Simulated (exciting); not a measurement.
Write the native input for exciting (release sodium) that does the following.

```
Task                                     : band structure
Functional                               : LDA
Potentials or basis                      : all-electron LAPW+lo, shipped species files, valence relativity iora*
rgkmax                                   : 7.5
k mesh                                   : 7 × 7 × 7
Occupations                              : fermi-dirac, width 0.05 eV
Spin                                     : spin-orbit coupling, no magnetisation
outputlevel                              : normal
gmaxvr (cutoff of density and potential) : 14 1/bohr
lmaxapw (and lmaxmat)                    : 10
lmaxvr                                   : 8
nempty                                   : 24
Valence relativity                       : iora*
epsengy                                  : 1e-05 Ha
epspot                                   : 1e-05 Ha
maxscl                                   : 60
Muffin-tin radii                         : Zr 2.3, S 1.9 bohr
```

The system is ZrS.

```xyz
2
Lattice="0.0000 2.6250 2.6250 2.6250 0.0000 2.6250 2.6250 2.6250 0.0000" Properties=species:S:1:pos:R:3 pbc="T T T"
Zr    0.0000    0.0000    0.0000
S     2.6250    2.6250    2.6250
```

The input as run:

input.xml

```xml
<input>
  <title>ZrS</title>
  <structure speciespath="./" tshift="false">
    <crystal scale="1">
      <basevect>0.000000000000 4.960531077143 4.960531077143</basevect>
      <basevect>4.960531077143 0.000000000000 4.960531077143</basevect>
      <basevect>4.960531077143 4.960531077143 0.000000000000</basevect>
    </crystal>
    <species speciesfile="Zr.xml" rmt="2.3">
      <atom coord="0.000000000000 0.000000000000 0.000000000000"/>
    </species>
    <species speciesfile="S.xml" rmt="1.9">
      <atom coord="0.500000000000 0.500000000000 0.500000000000"/>
    </species>
  </structure>
  <groundstate do="fromscratch" ngridk="7 7 7" rgkmax="7.5" gmaxvr="14" lmaxapw="10" lmaxmat="10" lmaxvr="8" xctype="LDA_PW" stype="Fermi Dirac" swidth="0.00183747" nempty="24" ValenceRelativity="iora*" epsengy="1e-05" epspot="1e-05" maxscl="60" outputlevel="normal">
    <spin spinorb="true"/>
  </groundstate>
  <properties>
    <bandstructure>
      <plot1d>
        <path steps="80">
          <point coord="0 0 0" label="G"/>
          <point coord="0.5 0 0.5" label="X"/>
          <point coord="0.5 0.25 0.75" label="W"/>
          <point coord="0.375 0.375 0.75" label="K"/>
          <point coord="0 0 0" label="G"/>
          <point coord="0.5 0.5 0.5" label="L"/>
          <point coord="0.625 0.25 0.625" label="U"/>
          <point coord="0.5 0.25 0.75" label="W"/>
          <point coord="0.5 0.5 0.5" label="L"/>
          <point coord="0.375 0.375 0.75" label="K" breakafter="true"/>
          <point coord="0.625 0.25 0.625" label="U"/>
          <point coord="0.5 0 0.5" label="X"/>
        </path>
      </plot1d>
    </bandstructure>
    <chargedensityplot>
      <plot3d>
        <box grid="19 19 19">
          <origin coord="0 0 0"/>
          <point coord="1 0 0"/>
          <point coord="0 1 0"/>
          <point coord="0 0 1"/>
        </box>
      </plot3d>
    </chargedensityplot>
    <elfplot>
      <plot3d>
        <box grid="19 19 19">
          <origin coord="0 0 0"/>
          <point coord="1 0 0"/>
          <point coord="0 1 0"/>
          <point coord="0 0 1"/>
        </box>
      </plot3d>
    </elfplot>
    <exccplot>
      <plot3d>
        <box grid="19 19 19">
          <origin coord="0 0 0"/>
          <point coord="1 0 0"/>
          <point coord="0 1 0"/>
          <point coord="0 0 1"/>
        </box>
      </plot3d>
    </exccplot>
  </properties>
</input>
```

Potentials or basis: all-electron LAPW+lo, shipped species files, valence relativity iora*.

Command:

```bash
$ OMP_NUM_THREADS=1 exciting_smp
```

Results of the run:

```json
{
 "Band gap on the k mesh": "none (metal or under the smearing width)",
 "All electrons inside the program's atomic spheres": "Zr 37.27; S 13.64 (radii Zr 2.3, S 1.9 bohr)"
}
```

Caveat: total energies with spin-orbit coupling aren't reliable in this program, so none is listed and the log's shouldn't be used.

Wall time 100 s on 1 thread of Arm Neoverse V2, with other jobs on the host, peak memory 0.17 GiB.
